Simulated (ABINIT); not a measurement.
The system is TiCo.

```
CELL_PARAMETERS angstrom
2.98611 0.00000 0.00000
0.00000 2.98611 0.00000
0.00000 0.00000 2.98611
ATOMIC_POSITIONS crystal
Co 0.50000 0.50000 0.50000
Ti 0.00000 0.00000 0.00000
```

The cell comes from a database or a generator and needn't be the stable form of this composition.

Base run:

```yaml
Program: ABINIT 10.8.3 (patched build)
Functional: PBE
Potentials_or_basis: JTH PAW PBE v2.0
Cutoff: 844 eV
k_mesh: 9 × 9 × 9
Occupations: fermi-dirac, width 0.05 eV
Spin: collinear spin, ferromagnetic start
Starting_moments: "[2.0, 1.0] μB"
```

Its results: band gap on the k mesh none (metal or under the smearing width); pressure -0.6 GPa; net moment 0.82 μB per cell; site moments Co +0.92; Ti -0.03 μB.

After a change of settings the same cell gave: band gap on the k mesh none (metal or under the smearing width); pressure -1.1 GPa; net moment 0.81 μB per cell; site moments Co +0.89; Ti -0.03 μB. Which change was it?
A. functional from PBE to WC
B. functional from PBE to PW91
C. functional from PBE to LDA
D. functional from PBE to PBEsol

B.

Caveats: small starting moments can end in a higher magnetic state in this program; the PAW data sets were made with another functional, which shifts forces and pressure a little (some runs).
